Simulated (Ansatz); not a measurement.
# CsBr (distorted cell): a single point

Program: Ansatz 0.2.0, Python API.

`POSCAR`
```text
CsBr
1.0
   4.34565000    0.05782000   -0.00766000
   0.05782000    4.30868000    0.03060000
  -0.00766000    0.03060000    4.21312000
Cs Br
1 1
Direct
   0.01938000    0.00119000    0.99537000
   0.51303000    0.50783000    0.50345000
```

Script `csbr.py`:
```python
'''Single point of CsBr, atoms off their sites.'''

from collections import defaultdict
import sys

import ansatz as az
from ase.io import read
import numpy as np

atoms = read('POSCAR', format='vasp')
cell = az.Crystal.from_ase(atoms)

# the calculation
model = (
    cell.calculation()
    .functional('LDA')
    .occupations('fixed')
    .kpoints(3)
    .pseudopotentials('paw')
    .basis(35 * az.Ry)
    .density_of_states(energy_step=0.1, method='smearing', broadening_width=0.2, projected=True)
    .potential()
)
try:
    result = model.run(threads=1)
except az.NonConvergedError as error:
    sys.exit(f'no convergence: {error}')
except az.RefusalError as error:
    sys.exit(f'input refused: {error}')
summary = result.report

print(f'free energy      {summary["free_energy_ev"]:.5f} eV')
print(f'per atom         {summary["free_energy_ev"] / len(result.lattice.sites):.5f} eV')
print(f'SCF iterations   {summary["n_iterations"]}  (converged: {summary["converged"]})')

dos = result.density_of_states()
energy = np.asarray(dos.energies_ev) - dos.fermi_ev
projected = result.projected_density_of_states()
by_shell = defaultdict(float)
for site in projected.sites:
    for shell in site.shells:
        for part in shell.curves:
            by_shell[f'{site.species} {"spdf"[shell.l]}'] += np.sum(part.g_bin_mean_per_ev, axis=0)
print('E - E_F  ' + ' '.join(f'{name:>7s}' for name in by_shell))
for e in np.arange(-8, 8 + 0.1, 1.0):
    print(f'{e:7.1f}  ' + ' '.join(f'{np.interp(e, energy, curve):7.3f}' for curve in by_shell.values()))

v = result.potential()
line = v.v_es_ev.mean(axis=(0, 1))
print('planar mean of the electrostatic potential along the third grid axis (eV):')
print(np.round(line[:: max(len(line) // 12, 1)], 3))
```

```console
$ python csbr.py
free energy      -8202.32011 eV
per atom         -4101.16006 eV
SCF iterations   6  (converged: True)
E - E_F     Cs s    Cs p    Br s    Br p
   -8.0    0.000   0.000   0.000   0.000
   -7.0    0.028   3.305   0.015   0.103
   -6.0    0.000   1.033   0.000   0.004
   -5.0    0.000   0.000   0.000   0.000
   -4.0    0.000   0.000   0.000   0.000
   -3.0    0.000   0.000   0.000   0.000
   -2.0    0.000   0.000   0.000   0.000
   -1.0    0.206   0.102   0.012   5.068
    0.0    0.000   0.018   0.000   2.682
    1.0    0.000   0.000   0.000   0.000
    2.0    0.000   0.000   0.000   0.000
    3.0    0.000   0.000   0.000   0.000
    4.0    0.139   0.000   0.043   0.000
    5.0    0.081   0.001   0.005   0.009
    6.0    0.725   0.025   0.096   0.119
    7.0    0.003   0.000   0.000   0.003
    8.0    0.510   0.009   0.009   0.039
planar mean of the electrostatic potential along the third grid axis (eV):
[1.013 1.401 2.579 4.539 6.115 5.34  2.486 0.449 0.321 2.119 4.923 5.803
 4.188 2.359 1.31 ]
```

Total energies depend on the potentials; only differences at equal settings carry meaning. Along an axis with an odd division the mesh misses the point at one half; a gap read on a finite mesh is an upper bound on this functional's gap. Semilocal gaps usually lie well under measured ones. Under fixed occupations the level called the Fermi level is the highest filled one on the SCF mesh; off the mesh a filled band can lie a little above it. The k-point mesh is coarse, and energy and stress weren't tested for convergence. Projections exist only for the shells that the potentials hold, some of them semicore, and samples at single energies can miss narrow peaks. The empty d shell of the heavier alkali and alkaline-earth atoms, which makes much of a conduction band, may have no channel. Of the deposited cell: the entry's cell lengths or inner coordinates differ somewhat from later room-temperature determinations. The crystal has a gap of about 4.04 eV on the mesh; any density of states at or just above the Fermi level is the tail of the broadening. The cell is a database structure, distorted on purpose. The computed bands are complete only to about 7.8 eV above the Fermi level; beyond that the density of states is undercounted. It ran for 3 s on 1 thread of Arm Neoverse V1, on a shared host, peak memory 0.42 GiB.

(Lines on the test bed's own set-up are left out of the output.)
